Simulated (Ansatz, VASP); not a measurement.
One calculation of ZnS, two programs

```xyz
2
Lattice="0.0067 2.6945 2.6945 2.7012 0.0000 2.7012 2.6945 2.6945 0.0067" Properties=species:S:1:pos:R:3 pbc="T T T"
Zn    0.0000    0.0000    0.0000
S     4.0519    4.0418    4.0519
```

Change from the starting cell: strain +0.0050 x Voigt [0, 0, 0, 0, 1, 0], atoms carried along.

Alike in both runs: task single point; functional r2SCAN; k mesh 8 × 8 × 8; occupations gaussian, width 0.05 eV; no spin polarisation.

|  | VASP | Ansatz |
| --- | --- | --- |
| version | VASP 6.6.1 | Ansatz 0.2.0 |
| potentials or method | VASP PAW PBE potentials, release 64 (Zn, S) | scalar-relativistic, plane waves, PAW |
| plane-wave cutoff (eV) | 520 | 500 |
| valence electrons in the cell | 18 | 18 |

|  | VASP | Ansatz | Ansatz less VASP |
| --- | --- | --- | --- |
| gap on the k mesh at the Fermi level (eV) | 2.70 | 2.69 | -0.010 |
| least direct gap on the mesh (eV) | 2.70 | 2.69 | -0.010 |
| pressure (GPa) | 0.0 | 0.0 | 0.00 |
| largest component of the traceless stress (GPa) | 0.37 | 0.36 | -0.003 |
| rms of the force components (eV/Å) | 0.016 | 0.016 | 0.0000 |

Atom by atom the forces differ by 0.000 eV/Å (rms over components). The functional is the same, so the differences come from potentials, cutoffs and numerics.

Caveats: the PAW data sets were made with another functional, which shifts forces and pressure a little (VASP).
